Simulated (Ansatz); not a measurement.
# Computed properties of GaP

```
Ga P
1.0
     0.00000    2.58047    2.58047
     2.58047    0.00000    2.58047
     2.58047    2.58047    0.00000
Ga P
1 1
Direct
  0.00000 0.00000 0.00000
  0.50000 0.50000 0.50000
```

Atom numbers follow the list: Ga1, P2.

The structure comes from a relaxation in the same program, started in the rocksalt type, and has space group Fm-3m. Whether it is a known phase or the ground state wasn't checked.

Levels of theory: DFT, PBE, all-electron LAPW, scalar-relativistic (Ansatz 0.2.0); DFT, PBE, PAW with Ansatz's default frozen-core files, scalar-relativistic (Ansatz 0.2.0).

For LAPW: a Γ-centred 12×12×12 k mesh, Fermi–Dirac smearing of 0.05 eV, basis error target 1 meV/atom, no spin polarisation. PAW takes a cutoff of 420 eV at this cell. The Ansatz runs share mesh, smearing and spin set-up. Values come from LAPW unless marked.

```yaml
Bader_charges_from_the_PAW_run: Ga1 +0.76, P2 -0.76 e
Band_gap: "none: bands cross the Fermi level, a metal"
Volume_per_atom: 17.18 Å³
Pressure_at_this_cell: 0.2 kbar
```

**Question.** Predict this quantity. Density of states at the Fermi level (0.2 eV bin).

**Answer.** 1.25 states/eV per cell.

**Question.** Löwdin charges (with 0.05 e of the cell spilling out of the atomic basis, so their sizes and signs hang on that basis): what does the calculation give?

**Answer.** Ga1 0.06, P2 -0.01 e.
